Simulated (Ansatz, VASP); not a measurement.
## BAs in VASP and in Ansatz

The input INCAR:

```
SYSTEM = BAs
ALGO = Normal ; EDIFF = 1E-6
ENCUT = 520 ; ISIF = 2
ISMEAR = 0 ; LASPH = .True.
LCHARG = .False. ; LREAL = .False.
LWAVE = .False. ; NBANDS = 11
NELM = 100 ; PREC = Accurate
SIGMA = 0.05
```

File KPOINTS:

```
k-points
0
Gamma
  10 10 10
  0 0 0
```

Contents of POSCAR:

```
BAs
1.0
    0.0000000000      2.3885000000      2.1974200000
    2.3885000000      0.0000000000      2.1974200000
    2.3885000000      2.3885000000      0.0000000000
B As
1 1
Direct
    0.0000000000      0.0000000000      0.0000000000
    0.7500000000      0.7500000000      0.7500000000
```

Input for Ansatz:

```yaml
crystal:
  lattice:
    - [0.0, 2.3885, 2.19742]
    - [2.3885, 0.0, 2.19742]
    - [2.3885, 2.3885, 0.0]
  atoms:
    - { symbol: B, position: [0.0, 0.0, 0.0] }
    - { symbol: As, position: [0.75, 0.75, 0.75] }
basis:
  ecutwfc: 420
kpoints:
  mp_grid: { grid: [10, 10, 10] }
hamiltonian:
  xc: lda
scf:
  occupations: { method: gaussian, width: 0.05 }
output:
  forces: true
  stress: true
  eigenvalues: true
  write_density: true
  write_potential: true
  elf: true
  volumetric_format: npy
```

Change from the starting cell: strain +0.000 along x and y, -0.080 along z, atoms carried along.

Alike in both runs: task single point; functional LDA; k mesh 10 × 10 × 10; occupations gaussian, width 0.05 eV; no spin polarisation.

|  | VASP | Ansatz |
| --- | --- | --- |
| version | VASP 6.6.1 | Ansatz 0.2.0 |
| potentials or method | VASP PAW LDA potentials, release 64 (B, As) | scalar-relativistic, plane waves, PAW |
| plane-wave cutoff (eV) | 520 | 420 |
| valence electrons in the cell | 8 | 18 |

VASP gave:

* gap on the k mesh at the Fermi level (eV): none
* pressure (GPa): 10.1
* largest component of the traceless stress (GPa): 10.48

Problem. What did Ansatz give for the same quantities?

Solution. gap on the k mesh at the Fermi level (eV): none; pressure (GPa): 8.9; largest component of the traceless stress (GPa): 10.57.

A gap of «none» marks a metal or a gap that the smearing closes. The two sets of potentials don't hold the same shells in valence.
